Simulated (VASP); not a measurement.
Crystal: Ti2O.

```xyz
3
Lattice="2.9194 0.0000 0.0000 -1.4597 2.5283 0.0000 0.0000 0.0000 4.7130" Properties=species:S:1:pos:R:3 pbc="T T T"
Ti    0.0000    1.6855    3.3993
Ti    1.4597    0.8428    1.3137
O     0.0000    0.0000    0.0000
```

| Item | Value |
| --- | --- |
| Program | VASP 6.6.1 |
| Task | relaxation of cell and atoms |
| Functional | r2SCAN |
| Dispersion | D3(BJ) |
| Potentials or basis | VASP PAW PBE potentials, release 64 (Ti_sv, O) |
| Cutoff | 600 eV |
| k mesh | 10 × 10 × 6 |
| Occupations | fermi-dirac, width 0.05 eV |
| Spin | no spin polarisation |

At the start: pressure 6.8 GPa; volume 11.60 Å³/atom.

Task: How do energy, volume and symmetry change on relaxing?

Result: Over 10 steps the energy falls by 23.3 meV/atom and the volume is 11.98 Å³/atom (+3.3 %); space group P-3m1 (No. 164, to 0.05 Å).

Step by step:
```tsv
step	energy change (eV)	largest force (eV/Å)	pressure (GPa)	volume (Å³)
1	0.0000	0.9974	6.78	34.79
2	-0.0332	0.1133	-7.04	37.31
3	-0.0646	0.2736	-1.87	36.23
4	-0.0646	0.2855	-1.71	36.20
5	-0.0686	0.0606	1.19	35.73
6	-0.0695	0.0423	0.31	35.86
7	-0.0699	0.0040	-0.04	35.93
8	-0.0700	0.0071	-0.14	35.95
9	-0.0700	0.0035	0.09	35.91
10	-0.0700	0.0049	0.02	35.93
```

Final structure:
```
Ti O
1.0
     2.93861    0.00000    0.00000
    -1.46931    2.54491    0.00000
     0.00000    0.00000    4.80420
Ti O
2 1
Direct
  0.33333 0.66667 0.73019
  0.66667 0.33333 0.26981
  0.00000 0.00000 0.00000
```

Caveat: the PAW data sets were made with another functional, which shifts forces and pressure a little; pairwise dispersion overbinds metals, which lowers pressure and volume.
